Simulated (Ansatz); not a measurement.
# Te2Mo: from a guess to a relaxed structure, part 2 of 2

Aim: relax a trial structure of Te2Mo and see where it ends.

Ansatz 0.2.0; DFT PBE, scalar-relativistic, plane waves, PAW. Earlier steps stand in the parts before.

**5. Relaxation on the finer mesh**

The end of the coarse run is made exact in the group found at a tolerance of 0.06 Å and reduced to its primitive cell.

Contents of input.yaml:

```yaml
crystal:
  lattice:
    - [0.0, 3.3411331314, 3.3411331314]
    - [3.3411331314, 0.0, 3.3411331314]
    - [3.3411331314, 3.3411331314, 0.0]
  atoms:
    - { symbol: Te, position: [0.25, 0.25, 0.25] }
    - { symbol: Te, position: [0.75, 0.75, 0.75] }
    - { symbol: Mo, position: [0.0, 0.0, 0.0], spin: 1.44 }
basis:
  ecutwfc: 420
kpoints:
  mp_grid: { grid: [12, 12, 12] }
hamiltonian:
  xc: pbe
scf:
  occupations: { method: gaussian, width: 0.1 }
output:
  forces: true
  stress: true
  eigenvalues: true
  populations: true
  write_density: true
  write_potential: true
  elf: true
  volumetric_format: npy
magnetization:
  spin_polarized: true
relax:
  adjacent_minimum: "off"
  f_tol: 0.01
  max_steps: 80
  cell: { stress_tol: 0.05 }
```

Started as:

```console
ansatz run input.yaml --threads 1 --pin off --max-ram 2048MiB --backend cpu --events-out ev --progress --plain --runs-dir out
```

Output:

```text
Warning: RAYON_NUM_THREADS=1 ignored (pool sized by the plan → 1); use --threads N
Engine: ansatz 0.2.0, x86_64-unknown-linux-gnu
Pseudopotentials: kind: paw
Pseudopotential: Te, paw, valence charge 16, recommended cutoff 420 eV (normal), Te.paw.azcp
Pseudopotential: Mo, paw, valence charge 14, recommended cutoff 420 eV (normal), Mo.paw.azcp
Functional definition: PBE
  parameter kappa = 0.804
  parameter beta = 0.06672455060314922
  exchange = pbe_x(kappa = kappa, mu = beta*pi^2/3)
  correlation = pbe_c(beta = beta)
Crystal: 3 atoms, lattice volume = 74.595 Å³
Basis set: ecut = 420 eV, 1459 PW (Γ), exchange–correlation on 64×64×64 points (8 copies of the dense FFT grid, shifted against one another)
Bands: 29, of which v1, the nominal top of the filled ones, is band 23 counted from 1 (22 counted from 0)
Symmetry: 48 space group operations
Space group: Fm-3m (ITA 225), of the structure as read, at distance tolerance 4.2e-5 Å
Magnetic group: BNS 225.116 (UNI 1618), of the structure as read, at distance tolerance 4.2e-5 Å
k-points: 72 of 1728
Non-local potential: Te, projectors of the file, l = 0: 2, l = 1: 2, l = 2: 2, l = 3: 2
Non-local potential: Mo, projectors of the file, l = 0: 3, l = 1: 2, l = 2: 2, l = 3: 1
PAW form: soft (Blöchl's): semilocal exchange-correlation on the pseudo side does not see the compensation charge
PAW one-centre angular grid: Te, 590 points (default); XC on 64 Gauss nodes
PAW one-centre angular grid: Mo, 590 points (default); XC on 64 Gauss nodes
Initial density: superposition of atomic densities (chi_scale 0.1, normalization cell)
Starting moments: Σ|m| = 1.44 μB on 1 of 3 sites
Initial wavefunctions: pseudopotential atomic-orbital guess
Functional: x = pbe(κ = 0.804, μ = 0.2195149727645171), c = pbe(β = 0.06672455060314922)
iter 1 solved again at ethr=2.41e-3 eV; its pass at ethr=3.10e-3 eV (dr2=1.11e0 eV) is discarded
SCF iter   1: F=—  HF=-18915.594250 eV  |F-HF|=—  |Δ(HF+E_count)|=         —  Δρ=2.35e-2 (↑2.35e-2 ↓1.71e-2)  dr2=1.11e0  dr2_m=5.32e-2  M=1.380 μB ∫|m|=1.482 μB  β_m=0.30  ethr=2.41e-3  ⟨swp⟩=1.0  Hψ=22622  notcnv=0
Mixer restart at iter 1: flushing history
preconditioner: auto → Kerker (q_TF=auto, 2.517 Å⁻¹)  [metal: Δε(μ)=0.005 eV  Ē_g=7.916 eV  σ=0.100 eV  W_gap=0.03  n_scr=14 (ndim 8)  ℏωp=18.2 eV  f_vac=0.021  D(μ)=4.51/eV (n_scr^D=58)]
spin=Collinear: Kerker preconditioning applied to the charge; magnetization (m = ρ↑ − ρ↓) channel mixes plain (no charge-response kernel on spin).
SCF iter   2: F=—  HF=-18915.400150 eV  |F-HF|=—  |Δ(HF+E_count)|=   1.94e-1  Δρ=1.69e-2 (↑1.69e-2 ↓1.26e-2)  dr2=5.31e-1  dr2_m=3.11e-2  M=1.378 μB ∫|m|=1.493 μB  β_m=0.64  ethr=2.41e-3  ⟨swp⟩=2.0  Hψ=4988  notcnv=0
SCF iter   3: F=—  HF=-18915.264064 eV  |F-HF|=—  |Δ(HF+E_count)|=   1.36e-1  Δρ=3.80e-3 (↑3.80e-3 ↓3.13e-3)  dr2=5.64e-2  dr2_m=1.34e-3  M=1.374 μB ∫|m|=1.519 μB  β_m=0.82  ethr=1.16e-3  ⟨swp⟩=2.2  Hψ=7380  notcnv=0  defer=81
SCF iter   4: F=—  HF=-18915.260829 eV  |F-HF|=—  |Δ(HF+E_count)|=         —  Δρ=1.70e-3 (↑1.37e-3 ↓1.70e-3)  dr2=9.50e-3  dr2_m=2.60e-4  M=1.419 μB ∫|m|=1.558 μB  β_m=0.82  ethr=1.23e-4  ⟨swp⟩=2.0  Hψ=6330  notcnv=0  defer=118
Mixer restart at iter 4: flushing history
SCF iter   5: F=—  HF=-18915.264258 eV  |F-HF|=—  |Δ(HF+E_count)|=   3.43e-3  Δρ=1.01e-3 (↑7.54e-4 ↓1.01e-3)  dr2=3.25e-3  dr2_m=2.09e-4  M=1.441 μB ∫|m|=1.580 μB  β_m=0.91  ethr=2.07e-5  ⟨swp⟩=2.0  Hψ=6026  notcnv=0  defer=100
SCF iter   6: F=—  HF=-18915.265089 eV  |F-HF|=—  |Δ(HF+E_count)|=   8.32e-4  Δρ=2.90e-4 (↑2.90e-4 ↓2.89e-4)  dr2=6.95e-4  dr2_m=7.77e-7  M=1.453 μB ∫|m|=1.595 μB  β_m=0.96  ethr=7.07e-6  ⟨swp⟩=2.0  Hψ=5253  notcnv=0  defer=104
SCF iter   7: F=—  HF=-18915.265544 eV  |F-HF|=—  |Δ(HF+E_count)|=   4.54e-4  Δρ=2.35e-4 (↑1.42e-4 ↓2.35e-4)  dr2=2.04e-4  dr2_m=8.82e-6  M=1.451 μB ∫|m|=1.594 μB  β_m=0.98  ethr=1.51e-6  ⟨swp⟩=2.0  Hψ=5298  notcnv=0  defer=125
SCF iter   8: F=—  HF=-18915.265656 eV  |F-HF|=—  |Δ(HF+E_count)|=   1.13e-4  Δρ=1.22e-4 (↑1.06e-4 ↓1.22e-4)  dr2=6.03e-5  dr2_m=2.67e-7  M=1.449 μB ∫|m|=1.591 μB  β_m=0.86  ethr=4.42e-7  ⟨swp⟩=2.0  Hψ=5510  notcnv=0  defer=131
SCF iter   9: F=—  HF=-18915.265689 eV  |F-HF|=—  |Δ(HF+E_count)|=   3.27e-5  Δρ=3.65e-5 (↑3.65e-5 ↓2.39e-5)  dr2=4.02e-6  dr2_m=1.29e-7  M=1.450 μB ∫|m|=1.593 μB  β_m=0.93  ethr=1.31e-7  ⟨swp⟩=2.0  Hψ=5936  notcnv=0  defer=131
SCF iter  10: F=—  HF=-18915.265692 eV  |F-HF|=—  |Δ(HF+E_count)|=   3.16e-6  Δρ=2.63e-5 (↑8.92e-6 ↓2.63e-5)  dr2=1.23e-6  dr2_m=1.26e-7  M=1.450 μB ∫|m|=1.592 μB  β_m=0.86  ethr=8.74e-9  ⟨swp⟩=2.0  Hψ=5816  notcnv=0  defer=131
SCF iter  11: F=—  HF=-18915.265693 eV  |F-HF|=—  |Δ(HF+E_count)|=   4.62e-7  Δρ=1.12e-5 (↑4.05e-6 ↓1.12e-5)  dr2=2.90e-7  dr2_m=1.89e-8  M=1.449 μB ∫|m|=1.591 μB  β_m=0.93  ethr=2.67e-9  ⟨swp⟩=2.0  Hψ=5112  notcnv=0  defer=131
SCF iter  12: F=—  HF=-18915.265693 eV  |F-HF|=—  |Δ(HF+E_count)|=   4.86e-8  Δρ=1.35e-6 (↑5.58e-7 ↓1.35e-6)  dr2=2.58e-9  dr2_m=4.07e-10  M=1.449 μB ∫|m|=1.591 μB  β_m=0.97  ethr=6.30e-10  ⟨swp⟩=2.0  Hψ=5250  notcnv=0  defer=131
SCF iter  13: F=-18915.265693 eV  HF=-18915.265693 eV  |F-HF|=3.64e-12  |Δ(HF+E_count)|=   1.67e-9  Δρ=1.14e-7 (↑9.27e-8 ↓1.14e-7)  dr2=3.74e-11  dr2_m=8.08e-13  M=1.449 μB ∫|m|=1.591 μB  ethr=5.62e-12  ⟨swp⟩=10.0  Hψ=24581  notcnv=0
the search or the solves at the SCF's close seem to have found levels that the self-consistency loop had missed (the run counts 1). By its estimate they hold under 1e-12 electrons; where the run keeps them, the occupations were computed again with them
SCF 1 converged in 13 iterations: F = -18915.265693 eV  dr2 = 3.74e-11
relax step   1: F+E_penalty+E_count = -18915.26569256 eV  Δ(F+E_penalty+E_count) = +0.000e0 eV  max|allowed force component| = 5.782e-19 eV/Å  Δτ_max = 0.0000 Å  P = +1.418 GPa  Ω = 74.595 Å³  (13 SCF iters, dr2 threshold 1.00e-7 eV, accepted)
[... 18 lines left out ...]
relax step   2: F+E_penalty+E_count = -18915.27089764 eV  Δ(F+E_penalty+E_count) = -5.205e-3 eV  max|allowed force component| = 4.433e-18 eV/Å  Δτ_max = 0.0000 Å  P = -0.788 GPa  Ω = 77.298 Å³  energy of the carried Pulay correction = -5.544e-4 eV  (10 SCF iters, dr2 threshold 3.00e-7 eV, accepted)
[... 13 lines left out ...]
relax step   3: F+E_penalty+E_count = -18915.27330042 eV  Δ(F+E_penalty+E_count) = -2.403e-3 eV  max|allowed force component| = 6.120e-18 eV/Å  Δτ_max = 0.0000 Å  P = +0.064 GPa  Ω = 76.310 Å³  energy of the carried Pulay correction = -3.541e-4 eV  (8 SCF iters, dr2 threshold 3.00e-7 eV, accepted)
[... 13 lines left out ...]
relax step   4: F+E_penalty+E_count = -18915.27330144 eV  Δ(F+E_penalty+E_count) = -1.022e-6 eV  max|allowed force component| = 6.072e-18 eV/Å  Δτ_max = 0.0000 Å  P = +0.004 GPa  Ω = 76.384 Å³  energy of the carried Pulay correction = -3.692e-4 eV  (8 SCF iters, dr2 threshold 1.04e-8 eV, accepted)
[... 12 lines left out ...]
relax step   5: F+E_penalty+E_count = -18915.27366615 eV  Δ(F+E_penalty+E_count) = -3.647e-4 eV  max|allowed force component| = 6.120e-18 eV/Å  Δτ_max = 0.0000 Å  P = +0.002 GPa  Ω = 76.384 Å³  stress off target by 1.84e-3 GPa  SCF on the basis re-selected at this cell (its energy is not comparable with the rows above)  (7 SCF iters)
basis re-selected at this cell: Δ(F+E_penalty+E_count) = -3.647e-4 eV, ΔP = -0.002 GPa vs the last step (what re-selecting the basis moved, of the pressure what is left beyond the Pulay correction that the steps carried, after the strain that the cell walked since its last selection, with what the two solves' SCF thresholds leave and, on support functions, any second-order correction that the steps lacked; it is no measure of the basis error at this ecutwfc). This SCF's stress stands 1.84e-3 GPa from its target on what of the cell is left free (relax.cell.stress_tol is 5.00e-2 GPa) and its largest allowed force component is 6.12e-18 eV/Å (relax.f_tol is 1.00e-2 eV/Å): within both
SCF converged after 7 iterations
Magnetization: 1.6365 μB (23.8183 up, 22.1817 down)
Absolute magnetization: 1.7820 μB (∫|ρ↑−ρ↓|, with the PAW one-centre terms)
Spin contamination: 0.0315 ħ² per cell (⟨S²⟩ above its minimum at these occupations)
Per-site moments (μB) at R_I (Å): [(-0.011205012463194013, 1.2030373263325154), (-0.011205012463193975, 1.2030373263325151), (1.2985238540907822, 1.2030373263325151)]
Free energy (F): -18915.273666 eV
Harris-Foulkes:  -18915.273666 eV  (|F-HF|=5.09e-11)
Internal energy: -18915.254542 eV  (E = F + TS)
E sigma→0 (E₀):  -18915.264104 eV
Entropy (-TS):   -0.019124 eV (-6.375 meV/atom)
Fermi energy:    12.698608 eV
--- Per-component energies (eV) ---
  E_band       = -579.252227
  E_kinetic    = 802.864693
  E_local      = -3334.136157  (includes V_loc(G=0)·N_el)
  E_nonlocal   = -475.429898
  E_hartree    = 1884.894496
  E_xc         = -431.774669
  E_vxc        = -436.947488  (∫ρ·V_xc dr)
  E_paw        = -12527.171777  (= ΣΔE_a)
  E_vpaw       = -905.392142  (= ΣTr[D̂ρ^β])
  E_aug_tail   = -0.000294  (compensation charges beyond the density's cutoff)
  E_ewald      = -4834.500936
  E_smearing   = -0.019124  (= −TS)
  E_closure    = 0.000000  (closes the sum)
  Σ components = -18915.273666   (vs F -18915.273666, Δ=0.00e0)
--- Forces (eV/Å), atoms counted from 1 ---
  atom   1  Te    -0.00000000     0.00000000     0.00000000
  atom   2  Te     0.00000000    -0.00000000    -0.00000000
  atom   3  Mo    -0.00000000     0.00000000     0.00000000
  max |Σ_I F_I| component: 2.89e-19 eV/Å
--- Stress (GPa, compression-positive) ---
        0.001841       0.000000      -0.000000
       -0.000000       0.001841      -0.000000
       -0.000000      -0.000000       0.001841
  P = ⅓ Tr σ = 0.0018 GPa (0.018 kbar)
--- Band table (eV; the first three rows and the last of 144) ---
  k-point 0 ↑: bands = ["-48.6957", "-24.5424", "-24.5424", "-24.5419", "-24.5419", "-24.5419", "-24.5109", "-24.5109", "-24.5109", "-24.4898", "-24.4898", "-22.8212", "-22.8212", "-22.8212", "-0.8732", "3.4185", "7.6586", "7.6586", "7.6586", "11.1503", "11.1503", "12.6343", "12.6343", "12.6343", "15.2004", "15.2004", "15.2004", "15.8288", "15.8288"]
[... 3 lines left out ...]
--- Relaxed structure (4 steps of the walk, 4 accepted, 1 SCFs on fresh bases) ---
  F+E_penalty+E_count = -18915.27366615 eV   max|allowed force component| = 6.120e-18 eV/Å   (the final SCF, on the basis selected at the relaxed cell)
  cell:  # Å, volume = 76.3842 Å³
    - [7.643058049343387e-35, 3.3676311476520984, 3.3676311476520984]
    - [3.3676311476520984, 2.388455640419808e-34, 3.3676311476520984]
    - [3.3676311476520984, 3.3676311476520984, -4.139989776727667e-35]
  atoms:
    - { symbol: Te, position: [0.25, 0.25, 0.25] }
    - { symbol: Te, position: [0.75, 0.75, 0.75] }
    - { symbol: Mo, position: [7.838193146031867e-35, -7.321244863852974e-35, -7.424759613641971e-35] }
--- Löwdin populations: 3 sites ---
  site symbol       q [e]    m [muB]
     0     Te     15.8848    -0.0238
     1     Te     15.8848    -0.0238
     2     Mo     14.0055     1.6379
  spilling = 0.004891 (of n_electrons = 46.000000)
```

Run time: 57 s. Hardware: 1 thread of Intel Xeon 6975P-C (Granite Rapids), shared host; peak memory 0.57 GiB.

The steps of the relaxation:

| step | E - E(step 1) (eV/cell) | largest force component (eV/Å) | pressure (GPa) | volume (Å³) |
| --- | --- | --- | --- | --- |
| 1 | 0.0000 | 0.0000 | 1.42 | 74.60 |
| 2 | -0.0052 | 0.0000 | -0.79 | 77.30 |
| 3 | -0.0076 | 0.0000 | 0.06 | 76.31 |
| 4 | -0.0076 | 0.0000 | 0.00 | 76.38 |
| 5 | -0.0080 | 0.0000 | 0.00 | 76.38 |

Step 1 is the start. Step 5 repeats the geometry before it on a plane-wave basis chosen anew for that cell, so its energy need not be comparable with the rows above.

Lengths and angles in the start's conventional setting:

|  | before | after | change |
| --- | --- | --- | --- |
| a (Å) | 6.682 | 6.735 | +0.8 % |
| b (Å) | 6.682 | 6.735 | +0.8 % |
| c (Å) | 6.682 | 6.735 | +0.8 % |
| volume (Å³/atom) | 24.87 | 25.46 | +2.4 % |
| shortest distance (Å) | 2.894 | 2.916 | +0.8 % |
| space group (0.01 Å) | Fm-3m | Fm-3m | same |

The run keeps the 48 symmetry operations of the start, so it could not have lowered the symmetry.

By site:

```tsv
atom	moment in the atom's sphere (μB)	Löwdin electrons
Te1	-0.01	15.88
Te2	-0.01	15.88
Mo3	1.30	14.01
```

The Löwdin counts miss 0.23 of the 46 electrons, which the atomic orbitals do not span, so they are no charges.

Axes a, b and c in the maps are those of this run's conventional cell (a, b, c = 6.735, 6.735, 6.735 Å).

Density in a lattice plane of the grid's cell (edges 6.74 and 6.74 Å, at 0.250 of the third edge), which holds Te.

Values in e/Å³, 12 rows by 12 columns:
```
 0.11  0.16  0.31  0.42  0.31  0.16  0.11  0.16  0.31  0.42  0.31  0.16
 0.15  0.31  1.39  4.69  1.39  0.31  0.15  0.31  1.39  4.69  1.39  0.31
 0.17  0.42  4.69 15.69  4.69  0.42  0.17  0.42  4.69 15.69  4.69  0.42
 0.15  0.31  1.39  4.69  1.39  0.31  0.15  0.31  1.39  4.69  1.39  0.31
 0.11  0.16  0.31  0.42  0.31  0.16  0.11  0.16  0.31  0.42  0.31  0.16
 0.09  0.11  0.15  0.17  0.15  0.11  0.09  0.11  0.15  0.17  0.15  0.11
 0.11  0.16  0.31  0.42  0.31  0.16  0.11  0.16  0.31  0.42  0.31  0.16
 0.15  0.31  1.39  4.69  1.39  0.31  0.15  0.31  1.39  4.69  1.39  0.31
 0.17  0.42  4.69 15.69  4.69  0.42  0.17  0.42  4.69 15.69  4.69  0.42
 0.15  0.31  1.39  4.69  1.39  0.31  0.15  0.31  1.39  4.69  1.39  0.31
 0.11  0.16  0.31  0.42  0.31  0.16  0.11  0.16  0.31  0.42  0.31  0.16
 0.09  0.11  0.15  0.17  0.15  0.11  0.09  0.11  0.15  0.17  0.15  0.11
```
Columns run along the first of these edges and rows up along the second, over one cell in 12 and 12 even steps from the bottom left corner. Atoms in the plane (fractional): Te at (0.25, 0.25), Te at (0.75, 0.75), Te at (0.25, 0.75), Te at (0.75, 0.25).

ELF in the same plane.

Ten even steps from '0' (0.02) to '9' (0.57):
```
234677777643234677777643
347998889984347998889984
369986568996369986568996
369851015896369851015896
368730003786368730003786
369851015896369851015896
369986568996369986568996
348998889974348998889974
234677777643234677777643
223333333332223333333332
234677777643234677777643
347998889984347998889984
369986568996369986568996
369851015896369851015896
368730003786368730003786
369851015896369851015896
369986568996369986568996
348998889974348998889974
234677777643234677777643
223333333332223333333332
```
Columns run along the first of these edges and rows up along the second, over one cell in 24 and 20 even steps from the bottom left corner. Atoms in the plane (fractional): Te at (0.25, 0.25), Te at (0.75, 0.75), Te at (0.25, 0.75), Te at (0.75, 0.25).

Both are smooth fields of the valence electrons: close to the nuclei they are not physical.

Spin density (up less down) in a lattice plane of the grid's cell (edges 6.74 and 6.74 Å, at 0.250 of the third edge), which holds Te.

Ten even steps from ' ' (0.00 e/Å³) to '@' (0.03 e/Å³):
```
%%##++--..      ..--++##%%##++--..      ..--++##
++==--::..      ..::--==++==--::..      ..::--==
::::....          ....::::::....          ....::
....      ......      ......      ......      ..
        ....::..                  ..::....      
....      ......      ......      ......      ..
::::....          ....::::::....          ....::
++==--::..      ..::--==++==--::..      ..::--==
%%##++--..      ..--++##%%##++--..      ..--++##
@@%%**==::..  ..::==**%%@@%%**==::..  ..::==**%%
%%##++--..      ..--++##%%##++--..      ..--++##
++==--::..      ..::--==++==--::..      ..::--==
::::....          ....::::::....          ....::
....      ......      ......      ......      ..
          ..::....              ....::..        
....      ......      ......      ......      ..
::::....          ....::::::....          ....::
++==--::..      ..::--==++==--::..      ..::--==
%%##++--..      ..--++##%%##++--..      ..--++##
@@%%**==::..  ..::==**%%@@%%**==::..  ..::==**%%
```
Columns run along the first of these edges and rows up along the second, over one cell in 24 and 20 even steps from the bottom left corner. Atoms in the plane (fractional): Te at (0.25, 0.25), Te at (0.75, 0.75), Te at (0.25, 0.75), Te at (0.75, 0.25).

The highest ELF values outside the cores: 0.69 on the Te–Mo line, 1.2 Å from Te.

**6. Results**

What follows sums up all 2 parts. Changes of volume or cell count from the first structure of part 1.

| quantity | value |
| --- | --- |
| symmetry at the end (tolerance 0.05 Å) | space group Fm-3m (No. 225) |
| conventional cell | a = 6.735 Å, b = 6.735 Å, c = 6.735 Å, α = 90.00°, β = 90.00°, γ = 90.00° |
| volume | 25.46 Å³/atom |
| energy over the elements | +0.23 eV/atom |
| gap on the mesh | none (metal) |
| total moment | 1.64 μB/cell |

In words: The space group Fm-3m (No. 225) is kept, and the volume per atom shrinks by 10.5 % from the first guess. With a positive formation energy it can't be a ground state. No finished test with a distortion of lower symmetry is shown, so the end may be a saddle point. Spin-orbit coupling is left out for Te. Other magnetic orders were not searched.
